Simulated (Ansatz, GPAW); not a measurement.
This is a calculation of CdSe for GPAW 26.7.0 (ASE script). The cell is a database's computed one, not the measured one.

run.py

```python
from ase.dft.bandgap import bandgap
from ase.io import read, write
from ase.units import Bohr, GPa
from gpaw import GPAW, PW
from gpaw.elf import elf_from_dft_calculation

atoms = read('CdSe.xyz')

calc = GPAW(mode=PW(600),
            xc='PBE',
            kpts={'size': (8, 8, 8), 'gamma': True},
            occupations={'name': 'methfessel-paxton', 'order': 0, 'width': 0.017},
            nbands=18,
            convergence={'density': 1e-05, 'energy': 1e-05},
            maxiter=150,
            txt='gpaw.txt')
atoms.calc = calc
energy = atoms.get_potential_energy()
forces = atoms.get_forces()
stress = atoms.get_stress()
calc.write('gs.gpw')
write('result.traj', atoms)
print(f'Energy: {energy:.6f} eV')
print('Forces (eV/A):')
print(forces.round(4))
print('Stress (GPa):', (stress / GPa).round(3))
print('Fermi level:', round(calc.get_fermi_level(), 4), 'eV')
print(f'Gap: {bandgap(calc)[0]:.4f} eV, direct: {bandgap(calc, direct=True)[0]:.4f} eV')

# fields on the real-space grid
write('density.cube', atoms, data=calc.get_pseudo_density() * Bohr**3)
write('potential.cube', atoms, data=calc.get_electrostatic_potential())
write('elf.cube', atoms, data=elf_from_dft_calculation(calc).data)
```

The input CdSe.xyz:

```xyz
2
Lattice="0.0000000000 3.0702711986 3.0702711986 3.0702711986 0.0000000000 3.0702711986 3.0702711986 3.0702711986 0.0000000000" Properties=species:S:1:pos:R:3 pbc="T T T"
Cd     0.0000000000      0.0000000000      0.0000000000
Se     1.5351355993      1.5351355993      1.5351355993
```

Potentials or basis: GPAW PAW data sets (gpaw-data 1.2.1), pw.

Launch:

```bash
$ OMP_NUM_THREADS=1 python run.py
```

Question: What does the same run look like in Ansatz 0.2.0? Potentials or basis there: all-electron LAPW, scalar-relativistic.

Answer: As run (cutoffs and basis follow the program's own potentials, and thresholds, step limits or extra output files can differ):

The input input.yaml:

```yaml
crystal:
  lattice:
    - [0.0, 3.0702711986, 3.0702711986]
    - [3.0702711986, 0.0, 3.0702711986]
    - [3.0702711986, 3.0702711986, 0.0]
  atoms:
    - { symbol: Cd, position: [0.0, 0.0, 0.0] }
    - { symbol: Se, position: [0.25, 0.25, 0.25] }
kpoints:
  mp_grid: { grid: [8, 8, 8] }
scf:
  occupations: { method: gaussian, width: 0.017 }
hamiltonian:
  xc: pbe
  pseudopotentials: { kind: all_electron, lapw: { basis_error: 0.001 } }
output:
  forces: true
  stress: true
  eigenvalues: true
```

Potentials or basis: all-electron LAPW, scalar-relativistic.

Launch:

```bash
$ ansatz run input.yaml --threads 1 --pin off --max-ram 3072MiB --backend cpu --events-out ev --progress --plain --runs-dir out
```

Both were run:

|  | GPAW | Ansatz |
| --- | --- | --- |
| Pressure | 1.1 GPa | 1.3 GPa |

Where Ansatz's input types no cutoff or centring, it takes its own default and a Γ-centred mesh.

Pressure is positive in compression.
